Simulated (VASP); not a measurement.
Here is a VASP 6.6.1 calculation.

Contents of INCAR:

```
SYSTEM = Cu3N
  PREC = Accurate
  ENCUT = 520
  EDIFF = 1E-6
  ISMEAR = -1
  SIGMA = 0.05
  LREAL = .False.
  LASPH = .True.
  NELM = 100
  ALGO = Normal
  ISIF = 2
  LWAVE = .False.
  LCHARG = .True.
  GGA = PS
  LELF = .True.
  LVHAR = .True.
  NBANDS = 27
```

KPOINTS

```
Automatic mesh
0
Gamma
  5 5 5
  0 0 0
```

POSCAR

```
Cu3N
1.0
    3.8070000000      0.0000000000      0.0000000000
    0.0000000000      3.8070000000      0.0000000000
    0.0000000000      0.0000000000      3.8070000000
Cu N
3 1
Direct
    0.5000000000      0.0000000000      0.0000000000
    0.0000000000      0.5000000000      0.0000000000
    0.0000000000      0.0000000000      0.5000000000
    0.0000000000      0.0000000000      0.0000000000
```

Potentials or basis: VASP PAW PBE potentials, release 64 (Cu, N).

Launch:

```bash
$ cat potpaw_PBE.64/Cu/POTCAR potpaw_PBE.64/N/POTCAR > POTCAR
$ mpirun -np 1 vasp_std > vasp.out
```

Task: What does it give for the pressure?

Result: -3.6 GPa.

Task: Estimate the band gap on the k mesh.

Result: 1.37 eV, indirect (least direct gap 1.77 eV).

Caveat: the PAW data sets were made with another functional, which shifts forces and pressure a little; an odd mesh through Γ misses points on the zone boundary, where band edges often lie.
